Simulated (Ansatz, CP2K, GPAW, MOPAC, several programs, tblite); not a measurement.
Many methods on one cell: YN (rocksalt)

YN in the rocksalt structure, relaxed with r2SCAN in Ansatz, was computed with several methods. The symmetry is Fm-3m (No. 225, cubic); conventional cell a = 4.896 Å, 14.67 Å³ an atom. Y is surrounded by 6 N at 2.45 Å; N is surrounded by 6 Y at 2.45 Å. The values are computed, spin-unpolarised, and not measurements.

```cif
data_structure
_symmetry_space_group_name_H-M 'Fm-3m'
_symmetry_Int_Tables_number 225
_cell_length_a 4.8961
_cell_length_b 4.8961
_cell_length_c 4.8961
_cell_angle_alpha 90.000
_cell_angle_beta 90.000
_cell_angle_gamma 90.000
_cell_volume 117.37
loop_
_atom_site_label
_atom_site_type_symbol
_atom_site_symmetry_multiplicity
_atom_site_Wyckoff_symbol
_atom_site_fract_x
_atom_site_fract_y
_atom_site_fract_z
_atom_site_occupancy
Y1 Y 4 a 0.00000 0.00000 0.00000 1
N1 N 4 b 0.50000 0.00000 0.00000 1
```

Gaps and times are for a single point on this cell; volume and bulk modulus come from each method's own relaxation or energy curve at fixed shape. Times are rough, from shared hosts (Arm Neoverse N1), and each method has its own mesh and cell size. A dagger marks a closed or tiny gap in a crystal that DFT finds insulating: a failure of the method or a wrong SCF state. PM7 (MOPAC): levels, charges or heat of formation failed a check of plausibility, so no values are given. The energy curve of GFN2-xTB (tblite) is jagged, so its SCF state, and with it the gap, is in doubt. PM7 (MOPAC), GFN1-xTB (tblite), GFN2-xTB (tblite) treat a cluster of cells at its zone centre, which samples few k points: where these miss a band edge, the gap comes out too large for that reason alone. Gaps from k meshes are read at a limited set of points (mesh, symmetry points, PBE's band edges), so each method's own least gap may be somewhat smaller. xTB and the PM methods were fitted mostly to molecules, and can miss a solid's gap by electronvolts. Minimal bases can be far off for gaps. GLLB-SC's gap includes the derivative discontinuity. d marks a direct gap, i an indirect one (no mark: not told apart), a dash a value that wasn't computed or didn't pass its checks.

```tsv
method	kind	gap (eV)	own volume (Å³/atom)	bulk modulus (GPa)	atoms computed	processor time
light PBE (260 eV and a coarse mesh)	light plane-wave	0.13 i	–	–	2	0.85 s
PBE	semilocal	0.20 i	14.76	160	2	2.3 s
r2SCAN	semilocal	0.58 i	14.67	170	2	6.3 s
GFN1-xTB (tblite)	tight binding	0.00†	–	–	64	8 s
GLLB-SC (GPAW)	model potential	1.51	–	–	2	11 s
GFN2-xTB (tblite)	tight binding	0.40	–	–	64	14 s
PBE/SZV (CP2K)	small basis	overlap 0.29†	14.08	198	2	33 s
PBE/single zeta (GPAW)	small basis	overlap 0.05†	–	–	2	85 s
PBE/DZVP (CP2K)	small basis	0.13 i	14.83	162	2	110 s
PM7 (MOPAC)	semi-empirical	–	–	–	64	4.3 min
```

Against r2SCAN (0.58 eV) and with closed or daggered gaps left aside, the nearest gap at the points sampled is that of GFN2-xTB (tblite) (-0.18 eV) and the farthest that of GLLB-SC (GPAW) (+0.93 eV). r2SCAN is only a yardstick of convenience: semilocal gaps usually lie below measured ones, which GLLB-SC and hybrids aim to mend.

Volumes against r2SCAN's: PBE +0.6 %, PBE/SZV (CP2K) -4.0 %, PBE/DZVP (CP2K) +1.1 %.
